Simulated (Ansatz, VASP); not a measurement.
**One calculation of Ga, two programs**

The input INCAR:

```
SYSTEM = Ga
PREC = Accurate
ENCUT = 520
EDIFF = 1E-7
ISMEAR = -1
SIGMA = 0.05
LREAL = .FALSE.
LASPH = .TRUE.
NELM = 60
ALGO = Normal
ISIF = 2
LWAVE = .FALSE.
LCHARG = .FALSE.
GGA = PS
NBANDS = 12
```

File KPOINTS:

```
regular mesh
0
G
  16 16 16
  0 0 0
```

File POSCAR:

```
Ga
1.0
   -1.6226855795      1.6226855795      1.6226855795
    1.6226855795     -1.6226855795      1.6226855795
    1.6226855795      1.6226855795     -1.6226855795
Ga
1
Direct
    0.0000000000      0.0000000000      0.0000000000
```

Input for Ansatz:

```yaml
crystal:
  lattice:
    - [-1.6226855795, 1.6226855795, 1.6226855795]
    - [1.6226855795, -1.6226855795, 1.6226855795]
    - [1.6226855795, 1.6226855795, -1.6226855795]
  atoms:
    - { symbol: Ga, position: [0.0, 0.0, 0.0] }
kpoints:
  mp_grid: { grid: [16, 16, 16] }
scf:
  occupations: { method: fermi_dirac, width: 0.05 }
hamiltonian:
  xc: pbesol
  pseudopotentials: { kind: all_electron, lapw: { basis_error: 0.001 } }
output:
  forces: true
  stress: true
  eigenvalues: true
  populations: true
```

Change from the starting cell: volume scaled by 0.95, LAPW.

Alike in both runs: task single point; functional PBEsol; k mesh 16 × 16 × 16; occupations fermi-dirac, width 0.05 eV; no spin polarisation.

|  | VASP | Ansatz |
| --- | --- | --- |
| version | VASP 6.6.1 | Ansatz 0.2.0 |
| potentials or method | VASP PAW PBE potentials, release 64 (Ga_d) | all-electron LAPW, scalar-relativistic |
| plane-wave cutoff (eV) | 520 | see its input |

```tsv
	VASP	Ansatz	Ansatz less VASP
pressure (GPa)	3.4	3.4	-0.04
```

Ansatz ran all-electron here, so the differences hold the error of VASP's frozen core and of both bases.

Caveats: the PAW data sets were made with another functional, which shifts forces and pressure a little (VASP).
